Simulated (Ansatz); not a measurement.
**Cu under changes of volume**

One of the cells (11.810 Å³/atom); the others are scaled copies at fixed shape and fractional positions:

```
CELL_PARAMETERS angstrom
0.00000 1.80750 1.80750
1.80750 0.00000 1.80750
1.80750 1.80750 0.00000
ATOMIC_POSITIONS crystal
Cu 0.00000 0.00000 0.00000
```

- Program: Ansatz 0.2.0
- Functional: PBE
- Potentials or basis: Ansatz PAW
- Cutoff: 420 eV (not typed: the program's choice for these potentials)
- k mesh: 13 × 13 × 13
- Occupations: fermi-dirac, width 0.05 eV
- Spin: no spin polarisation

```tsv
volume (Å³/atom)	energy over the lowest point (meV/atom)	pressure (GPa)
11.102	?	?
11.338	14.85	8.4
11.574	5.08	4.9
11.810	0.33	1.7
12.047	0.00	-1.2
12.283	3.61	-3.7
12.519	10.71	-5.9
```

Q: What does the run at 11.102 Å³/atom give?

A: Energy over the lowest point 30.22 meV/atom; pressure 12.5 GPa.

Worked out: A Birch-Murnaghan fit of order 3 (a polynomial in V^(-2/3)) to the other rows has its minimum at 11.95 Å³/atom with B0 = V·E''(V) = 142 GPa and B' = 5.1. It gives 30.25 meV/atom at 11.102 Å³/atom, against the run's 30.22, and -dE/dV = 12.5 GPa, against 12.5.

Energies are extrapolated to zero smearing.
